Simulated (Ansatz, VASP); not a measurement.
Two plane-wave programs on BP

```
B P
1.0
     5.32142    0.00000    0.00000
     0.00000    5.32142    0.00000
     0.00000    0.00000    5.32142
B P
4 4
Direct
  0.87500 0.87500 0.87500
  0.62500 0.12500 0.37500
  0.12500 0.37500 0.62500
  0.37500 0.62500 0.12500
  0.37500 0.37500 0.37500
  0.12500 0.62500 0.87500
  0.62500 0.87500 0.12500
  0.87500 0.12500 0.62500
```

The cell was built by a generator and needn't be a form met in nature.

Alike in both runs: task single point; functional PBE; k mesh 8 × 8 × 8; occupations gaussian, width 0.1 eV; no spin polarisation.

```csv
,VASP,Ansatz
version,VASP 6.6.1,Ansatz 0.2.0
potentials or method,"VASP PAW PBE potentials, release 64 (B, P)","scalar-relativistic, plane waves, PAW"
plane-wave cutoff (eV),520,420
valence electrons in the cell,32,32
```

Ansatz gave:

```
gap on the k mesh at the Fermi level (eV) : none
pressure (GPa)                            : 0.0
```

Which values does VASP return?

gap on the k mesh at the Fermi level (eV): none; pressure (GPa): -0.1.

A gap of «none» marks a metal or a gap that the smearing closes.
